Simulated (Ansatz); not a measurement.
# Al2As2H: the cost of one run

Program: Ansatz 0.2.0. Level of theory: DFT PBE+D3(BJ), scalar-relativistic, plane waves, PAW. These are calculated values, not measurements.

6 further runs of the same task are left out: 6 set aside as unsound or not needed.

## (1) The starting structure

It takes space group F-43m (No. 216, cubic). Conventional cell: a = 5.661 Å, b = 5.661 Å, c = 5.661 Å, α = 90.00°, β = 90.00°, γ = 90.00°. Al (site symmetry -43m) has 4 As at 2.45 Å as nearest neighbours. Around As (site symmetry -43m) lie 4 Al at 2.45 Å.

As a file:

```
CELL_PARAMETERS angstrom
0.00000 2.83040 2.83040
2.83040 0.00000 2.83040
2.83040 2.83040 0.00000
ATOMIC_POSITIONS crystal
Al 0.00000 0.00000 0.00000
As 0.75000 0.75000 0.75000
```

The structure comes from the Crystallography Open Database.

## (6) The grid

Atoms count from 1 in the order of the input.

H is moved over the surface cell at a fixed height above a rigid substrate; the origin of the map has the adsorbate above Al4; the height is held at 2.50 Å.

The axes are (1) position of H5 along the first surface vector, from above Al4: 9 values from 0.000 to 0.889, periodic; (2) position of H5 along the second surface vector, from above Al4: 9 values from 0.000 to 0.889, periodic.

Nothing else is relaxed. Points are written as (first, second).

The two vectors of the plane (Å): (4.005, 0.000, 0.000); (-2.002, 3.468, 0.000).

(The set-up runs are not shown.)

## (7) The run at (2/9, 4/9) of the map's two axes

File input.yaml:

```yaml
crystal:
  lattice:
    - [4.0049767175, 0.0, 0.0]
    - [-2.0024883587, 3.4684115789, 0.0]
    - [0.0, 0.0, 21.44657271]
  atoms:
    - { symbol: As, position: [0.0, 0.0, 0.1865099871] }
    - { symbol: Al, position: [0.3333333333, 0.6666666667, 0.2246285463] }
    - { symbol: As, position: [0.3333333333, 0.6666666667, 0.3480331002] }
    - { symbol: Al, position: [0.6666666667, 0.3333333333, 0.3751915431] }
    - { symbol: H, position: [0.8888888889, 0.7777777778, 0.4917602851], spin: 1.0 }
basis:
  ecutwfc: 420
kpoints:
  mp_grid: { grid: [9, 9, 1] }
hamiltonian:
  xc: pbe
  pseudopotentials: { kind: paw, azcp: { folder: soft_1 } }
  dispersion: d3bj
scf:
  occupations: { method: gaussian, width: 0.05 }
output:
  forces: true
  eigenvalues: true
  populations: true
magnetization:
  spin_polarized: true
efield:
  axis: 3
  dipole_correction: true
  ramp_width: 0.04
```

Launch:

```
ansatz run input.yaml --threads 1 --pin off --max-ram 3072MiB --backend cpu --events-out ev --progress --plain --runs-dir out
```

Q: Estimate wall time and peak memory on 1 thread of Arm Neoverse N1, shared host.

About 2.2 min, with a peak of 0.6 GiB.
